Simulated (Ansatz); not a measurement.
Wanted: the native input for an Ansatz 0.2.0 run.

```
Task                : single point
Functional          : PBE
Potentials or basis : all-electron LAPW, scalar-relativistic
Cutoff              : 186 eV (chosen from the basis error)
Basis error allowed : 0.001 eV/atom
k mesh              : 12 × 12 × 12
Occupations         : fermi-dirac, width 0.05 eV
Spin                : no spin polarisation
```

The system is Sb.

```xyz
1
Lattice="-1.5776 1.5802 2.7118 1.5670 -1.5443 2.6848 1.6043 1.5710 -2.6909" Properties=species:S:1:pos:R:3 pbc="T T T"
Sb    0.0066    0.0476    0.0149
```

The cell isn't the ideal one: cell strained at random at fixed volume.

One way to write it, as run:

input.yaml

```yaml
crystal:
  lattice:
    - [-1.577579, 1.580212, 2.711828]
    - [1.566992, -1.544278, 2.684784]
    - [1.604289, 1.570988, -2.690938]
  atoms:
    - { symbol: Sb, position: [0.017747, 0.004665, 0.017007] }
kpoints:
  mp_grid: { grid: [12, 12, 12] }
scf:
  occupations: { method: fermi_dirac, width: 0.05 }
hamiltonian:
  xc: pbe
  pseudopotentials: { kind: all_electron, lapw: { basis_error: 0.001 } }
output:
  forces: true
  stress: true
  eigenvalues: true
  populations: true
```

Potentials or basis: all-electron LAPW, scalar-relativistic.

Launch:

```bash
$ ansatz run input.yaml --threads 1 --pin off --max-ram 3072MiB --backend cpu --events-out ev --progress --plain --runs-dir out
```

It gave:

```json
{"Pressure": "1.7 GPa", "Band gap on the k mesh": "none (metal or under the smearing width)"}
```

It took 66 s on 1 thread of AMD EPYC 7R43 64-Core Processor (Zen 3), with other jobs on the host, peak memory 0.78 GiB.
